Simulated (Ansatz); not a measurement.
Crystal: Si.

```xyz
1
Lattice="2.6205 0.0000 0.0000 -1.3103 2.2695 0.0000 0.0000 0.0000 2.4664" Properties=species:S:1:pos:R:3 pbc="T T T"
Si    0.0000    0.0000    0.0000
```

This isn't the form of Si at room conditions, which is diamond.

| Quantity | Value |
| --- | --- |
| Program | Ansatz 0.2.0 |
| Task | relaxation of cell and atoms |
| Functional | PBE0 |
| Potentials or basis | Ansatz PAW |
| Cutoff | 420 eV (not typed: the program's choice for these potentials) |
| k mesh | 6 × 6 × 6 |
| Occupations | fermi-dirac, width 0.05 eV |
| Spin | no spin polarisation |

At the start: volume 14.67 Å³/atom.

Problem. How do energy, volume and symmetry change on relaxing?

Solution. It ends after 5 steps and the volume is 14.93 Å³/atom (+1.8 %); space group P6/mmm (No. 191, to 0.05 Å).

Step by step:
| step | energy change (eV) | largest force (eV/Å) | volume (Å³) |
| --- | --- | --- | --- |
| 1 | 0.0000 | 0.0000 | 14.67 |
| 2 | -0.0057 | 0.0000 | 14.87 |
| 3 | -0.0058 | 0.0000 | 14.91 |
| 4 | -0.0058 | 0.0000 | 14.93 |
| 5 | -0.0059 | 0.0000 | 14.93 |

Final structure:
```
Si
1.0
     2.62285    0.00000    0.00000
    -1.31143    2.27146    0.00000
     0.00000    0.00000    2.50561
Si
1
Cartesian
  0.0000 0.0000 0.0000
```

Caveat: the k mesh is coarse (spacing up to 0.46 Å⁻¹), so the values aren't converged, least of all with exact exchange; the plane-wave basis is chosen anew once the cell has moved, so the energies of steps on either side of that aren't comparable; the PAW data sets come from PBE, with cores solved anew for the run's functional, which leaves a small shift of forces and pressure.
